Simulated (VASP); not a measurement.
The system is WC (Qusongite).

```
W C
1.0
     2.90650    0.00000    0.00000
    -1.45325    2.51710    0.00000
     0.00000    0.00000    2.83660
W C
1 1
Direct
  0.00000 0.00000 0.00000
  0.66667 0.33333 0.50000
```

Base run:

| Item | Value |
| --- | --- |
| Program | VASP 6.6.1 |
| Functional | MS2 |
| Potentials or basis | VASP PAW PBE potentials, release 64 (W_sv, C) |
| Cutoff | 520 eV |
| k mesh | 10 × 10 × 9 |
| Occupations | fermi-dirac, width 0.05 eV |
| Spin | no spin polarisation |

Its results: pressure -0.1 GPa.

Question: The run is repeated on the same cell with these changes: functional from MS2 to TPSS; further incar settings from ALGO = Normal; EDIFF = 1e-06; NBANDS = 16 to ALGO = Normal; EDIFF = 1e-07; NBANDS = 16. What comes out?

Answer: Pressure 6.1 GPa.

Caveats: the PAW data sets were made with another functional, which shifts forces and pressure a little.
